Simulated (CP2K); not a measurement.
The system is Au.

```xyz
1
Lattice="2.8705 0.0000 0.0000 -0.9568 2.7063 0.0000 -0.9568 -1.3532 2.3437" Properties=species:S:1:pos:R:3 pbc="T T T"
Au    0.0000    0.0000    0.0000
```

This isn't the form of Au at room conditions, which is fcc.

Base run:

```yaml
Program: CP2K 2026.2
Functional: BLYP
Potentials_or_basis: POTENTIAL_UZH Au GTH-PBE-q11; TZVP-MOLOPT-PBE-GTH basis
Density_cutoff: 9524 eV
k_mesh: 11 × 11 × 11
Occupations: fermi-dirac, width 0.05 eV
Spin: no spin polarisation
```

Its results: band gap on the k mesh none (metal or under the smearing width); pressure 14.3 GPa.

**Question.** The run is repeated on the same cell with these changes: functional from BLYP to M06-L. What comes out?

**Answer.** Band gap on the k mesh none (metal or under the smearing width); pressure -4.8 GPa.

Caveats: the potentials were made for another functional, which shifts forces and pressure; the basis of atomic orbitals isn't converged, which shifts pressures, moduli and gaps.
